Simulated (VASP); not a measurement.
Wanted: the native input for a VASP 6.6.1 run.

```
Task                   : single point
Functional             : PBE
Dispersion             : D3(BJ)
Potentials or basis    : VASP PAW PBE potentials, release 64 (Si, C)
Cutoff                 : 520 eV
k mesh                 : 18 × 18 × 18
Occupations            : gaussian, width 0.1 eV
Spin                   : no spin polarisation
Dipole correction      : no
Further INCAR settings : ALGO = Normal; EDIFF = 1e-07; NBANDS = 11
```

The structure of SiC lies in POSCAR:

```
SiC
1.0
    0.0000000000      2.0085666673      2.0085666673
    2.0085666673      0.0000000000      2.0085666673
    2.0085666673      2.0085666673      0.0000000000
Si C
1 1
Direct
    0.0000000000      0.0000000000      0.0000000000
    0.5000000000      0.5000000000      0.5000000000
```

The cell was built by a generator and needn't be a form met in nature.

The cell isn't the ideal one: relaxed again under DFT PBE+D3(BJ), scalar-relativistic, plane waves, PAW.

One way to write it, as run:

INCAR

```
SYSTEM = SiC
PREC = Accurate ; ENCUT = 520
EDIFF = 1E-7 ; ISMEAR = 0
SIGMA = 0.1 ; LREAL = .False.
LASPH = .True. ; NELM = 60
ALGO = Normal ; ISIF = 2
LWAVE = .False. ; LCHARG = .False.
GGA = PE ; IVDW = 12
NBANDS = 11
```

KPOINTS

```
Automatic mesh
0
Gamma
  18 18 18
  0 0 0
```

Potentials or basis: VASP PAW PBE potentials, release 64 (Si, C).

The run is started by

```console
$ cat potpaw_PBE.64/Si/POTCAR potpaw_PBE.64/C/POTCAR > POTCAR
$ mpirun -np 1 vasp_std > vasp.out
```

Results of the run:

```
Pressure                   : 0.2 GPa
Band gap on the k mesh     : none (metal or under the smearing width)
Dispersion energy per atom : -0.382 eV
```

Caveat: pairwise dispersion overbinds metals, which lowers pressure and volume.

Wall time 21 s on 1 thread of AMD EPYC 9R45 (Zen 5) (shared host), peak memory 0.13 GiB.
